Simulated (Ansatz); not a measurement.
A run of Ansatz 0.2.0:

File input.yaml:

```yaml
crystal:
  lattice:
    - [0.0, 3.2145, 3.2145]
    - [3.2145, 0.0, 3.2145]
    - [3.2145, 3.2145, 0.0]
  atoms:
    - { symbol: Hg, position: [0.0, 0.0, 0.0] }
    - { symbol: Te, position: [0.75, 0.75, 0.75] }
hamiltonian:
  xc: pbesol
  pseudopotentials: { kind: paw }
kpoints:
  mp_grid: { grid: [5, 5, 5] }
scf:
  occupations: { method: fermi_dirac, width: 0.05 }
output:
  forces: true
  stress: true
elastic:
  mode: relaxed_ion
  stencil: two_point
```

Potentials or basis: Ansatz PAW.

Launch:

```sh
$ ansatz run input.yaml --threads 2 --pin off --max-ram 5632MiB --backend cpu --events-out ev --progress --plain --runs-dir out
```

Hardware: 2 threads of Intel(R) Xeon(R) Processor @ 2.50GHz (Skylake/Cascade Lake) (shared host).

How long does it take, and how much memory?

Run time: 38 s on 2 threads of Intel(R) Xeon(R) Processor @ 2.50GHz (Skylake/Cascade Lake), with other jobs on the host, peak memory 0.42 GiB. Counts: scf iterations 68, plane waves 1291, k points 10, bands 22, ion steps 5.
